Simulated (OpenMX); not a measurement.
A run of OpenMX 3.8.5 is set up as follows.

File LiF.dat:

```
System.CurrrentDirectory             ./
System.Name                          LiF
DATA.PATH                            ./DFT_DATA13
level.of.stdout                      1
level.of.fileout                     1
Species.Number                       2
<Definition.of.Atomic.Species
  F   F6.0-s2p2d1            F_CA13
  Li  Li8.0-s3p2             Li_CA13
Definition.of.Atomic.Species>

Atoms.Number                         2
Atoms.SpeciesAndCoordinates.Unit     Ang
<Atoms.SpeciesAndCoordinates
    1  F     2.0140000000    2.0140000000    2.0140000000   3.605  3.395    88.91  -70.79   88.91  -70.79  1  off
    2  Li    0.0000000000    0.0000000000    0.0000000000   1.500  1.500     0.00    0.00    0.00    0.00  0  off
Atoms.SpeciesAndCoordinates>

Atoms.UnitVectors.Unit               Ang
<Atoms.UnitVectors
     0.0000000000    2.0140000000    2.0140000000
     2.0140000000    0.0000000000    2.0140000000
     2.0140000000    2.0140000000    0.0000000000
Atoms.UnitVectors>

scf.XcType                           LSDA-PW
scf.SpinPolarization                 nc
scf.Constraint.NC.Spin               on
scf.Constraint.NC.Spin.v             0.5
scf.ElectronicTemperature            580.226
scf.energycutoff                     400.0
scf.maxIter                          100
scf.EigenvalueSolver                 band
scf.Kgrid                            9 9 9
scf.Mixing.Type                      rmm-diisk
scf.Init.Mixing.Weight               0.3
scf.Min.Mixing.Weight                0.001
scf.Max.Mixing.Weight                0.6
scf.Mixing.History                   25
scf.Mixing.StartPulay                8
scf.criterion                        1.0e-7
MD.Type                              nomd
Voronoi.charge                       on
Energy.Decomposition                 on
```

Potentials or basis: OpenMX 2013 LDA set, F6.0-s2p2d1, Li8.0-s3p2, grid cutoff 400 Ry.

Launch:

```console
$ openmx LiF.dat -nt 1 > LiF.std
```

Task: What does it give for the Mulliken charges?

Result: F -0.63; Li +0.63 e.

Task: Estimate the Voronoi charges.

Result: F -0.41; Li +0.41 e.

Task: Predict the band gap on the k mesh.

Result: 8.78 eV, direct.

Caveat: an odd mesh through Γ misses points on the zone boundary, where band edges often lie; the basis of atomic orbitals isn't converged, which shifts pressures, moduli and gaps.
